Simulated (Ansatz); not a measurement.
# C₄H₉ radical: one species, many methods

The task here is to estimate one member of a computed series from the others.

The runs use Ansatz 0.2.0, Gaussian basis; functionals in def2-TZVPP, the program's frozen cores in correlated methods.

Plan: LDA (SPW92), PBE-D4, revPBE-D4, BLYP-D4, r2SCAN-D4, B97M-V, PBE0-D4, B3LYP-D4, r2SCANh-D4, r2SCAN0-D4, HSE06-D4, BHLYP-D4, CAM-B3LYP-D4, LC-ωPBE, ωB97X-V, ωB97M-V, B2PLYP, PBE-QIDH; CCSD(T)/def2-SVP; CCSD(T)/def2-TZVPP; MP2/def2-QZVPP; extrapolation to the limit; RPA on PBE.

## Structure used throughout

All runs share one geometry, relaxed beforehand with PBE0-D4 in a triple-zeta def2 set.

SMILES `[CH2]CCC`, 13 atoms, charge 0, spin multiplicity 2.

Atoms are counted from 1 here; the program's logs count them from 0.

Bond lengths: C1–C2 1.480 Å, C1–H5 1.083 Å, C1–H6 1.084 Å, C2–C3 1.523 Å, C2–H7 1.098 Å, C2–H8 1.104 Å, C3–C4 1.518 Å, C3–H9 1.096 Å, C3–H10 1.095 Å, C4–H11 1.094 Å, C4–H12 1.094 Å, C4–H13 1.092 Å. Angles: C2–C1–H5 121.1°, C2–C1–H6 120.7°, H5–C1–H6 117.8°, C1–C2–C3 113.9°, C1–C2–H7 110.0°, C1–C2–H8 109.9°, C3–C2–H7 109.6°, C3–C2–H8 108.5°, H7–C2–H8 104.5°, C2–C3–C4 112.9°, C2–C3–H9 108.9°, C2–C3–H10 109.0°, C4–C3–H9 109.8°, C4–C3–H10 109.9°, H9–C3–H10 106.1°, C3–C4–H11 111.1°, C3–C4–H12 111.1°, C3–C4–H13 111.6° and more.

The first run:

File in.yaml:

```yaml
crystal:
  periodic: [false, false, false]
  atoms:
    - {symbol: C, position_ang: [-1.046403, 1.709672, -0.541572]}
    - {symbol: C, position_ang: [-0.615570, 0.294019, -0.535790]}
    - {symbol: C, position_ang: [0.503005, -0.006391, 0.453133]}
    - {symbol: C, position_ang: [0.905545, -1.470010, 0.463030]}
    - {symbol: H, position_ang: [-1.626092, 2.114481, -1.361511]}
    - {symbol: H, position_ang: [-0.896320, 2.336823, 0.329362]}
    - {symbol: H, position_ang: [-0.306291, -0.007790, -1.545501]}
    - {symbol: H, position_ang: [-1.474174, -0.359885, -0.302116]}
    - {symbol: H, position_ang: [0.180951, 0.296497, 1.455908]}
    - {symbol: H, position_ang: [1.370074, 0.617170, 0.210671]}
    - {symbol: H, position_ang: [1.257251, -1.788860, -0.522345]}
    - {symbol: H, position_ang: [0.060413, -2.109838, 0.732782]}
    - {symbol: H, position_ang: [1.708209, -1.660688, 1.178848]}
basis:
  gaussian: {orbitals: def2-TZVPP}
magnetization: {spin_polarized: true, initial_magnetization: 1}
hamiltonian: {xc: lda}
output: {orbitals: {seedname: orbitals}}
```

Launch:

```sh
> ansatz run in.yaml --threads 4 --pin off --events-out ev --progress --plain --max-ram 10444MiB
```

Steps of the session up to this table: LDA; PBE-D4 (GGA); revPBE-D4 (GGA); BLYP-D4 (GGA); r2SCAN-D4 (meta-GGA); B97M-V (meta-GGA); B3LYP-D4 (hybrid); r2SCANh-D4 (hybrid); r2SCAN0-D4 (hybrid); HSE06-D4 (hybrid); BHLYP-D4 (hybrid); CAM-B3LYP-D4 (range-separated); LC-ωPBE (range-separated); ωB97X-V (range-separated); ωB97M-V (range-separated); B2PLYP (double hybrid); PBE-QIDH (double hybrid).

One of the session's tables, all rows but one given; the rest of the session is left out.

It belongs to the step «Orbital energies across the functionals». 

```
  functional  HOMO (eV)  gap (eV)
 LDA (SPW92)      -4.46      1.53
      PBE-D4      -4.51      2.17
   revPBE-D4      -4.48      2.31
     BLYP-D4      -4.33      1.95
   r2SCAN-D4      -4.97      3.39
      B97M-V      -4.75      2.72
     PBE0-D4      -5.89      4.84
    B3LYP-D4          ?         ?
  r2SCANh-D4      -5.48      4.32
  r2SCAN0-D4      -6.24      5.69
    HSE06-D4      -5.48      4.03
    BHLYP-D4      -7.09      7.13
CAM-B3LYP-D4      -7.23      7.15
     LC-ωPBE      -8.75     10.26
     ωB97X-V      -8.15      9.08
     ωB97M-V      -7.96      8.71
```

Estimate the missing values for B3LYP-D4.

Worked estimate for «HOMO (eV)». Against the share of exact exchange, BLYP-D4 (0, -4.33), BHLYP-D4 (0.5, -7.09) give a slope of -5.52 per unit share; at 0.2 the line stands at -5.43.

**Answer.** HOMO (eV): -5.57; gap (eV): 4.02. In «HOMO (eV)» the line misses by +0.14.
